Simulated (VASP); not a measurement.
A run of VASP 6.6.1 is set up as follows.

INCAR

```
SYSTEM = CdSe
PREC = Accurate
ENCUT = 800
EDIFF = 1E-8
ISMEAR = 0
SIGMA = 0.01
LREAL = .FALSE.
LASPH = .TRUE.
NELM = 100
ALGO = Normal
ISIF = 2
LWAVE = .FALSE.
LCHARG = .FALSE.
GGA = PE
LEPSILON = .TRUE.
```

File KPOINTS:

```
regular mesh
0
G
  13 13 7
  0 0 0
```

File POSCAR:

```
CdSe
1.0
    4.3000000000      0.0000000000      0.0000000000
   -2.1500000000      3.7239092363      0.0000000000
    0.0000000000      0.0000000000      7.0200000000
Cd Se
2 2
Direct
    0.6666666667      0.3333333333      0.5000000000
    0.3333333333      0.6666666667      0.0000000000
    0.6666666667      0.3333333333      0.8850000000
    0.3333333333      0.6666666667      0.3850000000
```

Potentials or basis: VASP PAW PBE potentials, release 64 (Cd, Se).

Run with:

```bash
$ cat potpaw_PBE.64/Cd/POTCAR potpaw_PBE.64/Se/POTCAR > POTCAR
$ mpirun -np 1 vasp_std > vasp.out
```

Question: Predict the electronic dielectric tensor (diagonal).

Answer: 7.71, 7.71, 7.75.

Question: Estimate the Born charges (mean of the diagonal).

Answer: Cd +2.20; Se -2.20 e.

Question: Predict the band gap on the k mesh.

Answer: 0.70 eV, direct.

Born effective charge tensors (e):
atom 1, Cd
```
2.18 0.00 0.00
0.00 2.18 0.00
0.00 0.00 2.26
```
atom 2, Cd
```
2.18 0.00 0.00
0.00 2.18 0.00
0.00 0.00 2.26
```
atom 3, Se
```
-2.18  0.00  0.00
 0.00 -2.18  0.00
 0.00  0.00 -2.26
```
atom 4, Se
```
-2.18  0.00  0.00
 0.00 -2.18  0.00
 0.00  0.00 -2.26
```

**What was measured.**

From a printed reference work, data compilation, for a bulk crystal of CdSe at 2 K: band gap 1.841 eV.

Against the measured gap of CdSe, 1.841 eV (2 K; a printed reference work, data compilation), the calculated 0.70 eV is off by -1.14 eV. So large a miss can be the level of theory's own, or it may mean another phase, state or a wrong row. Spin-orbit coupling on Cd, Se is left out. The value is that of PBE, without temperature or zero-point motion. Semilocal functionals fall short of measured gaps as a rule.
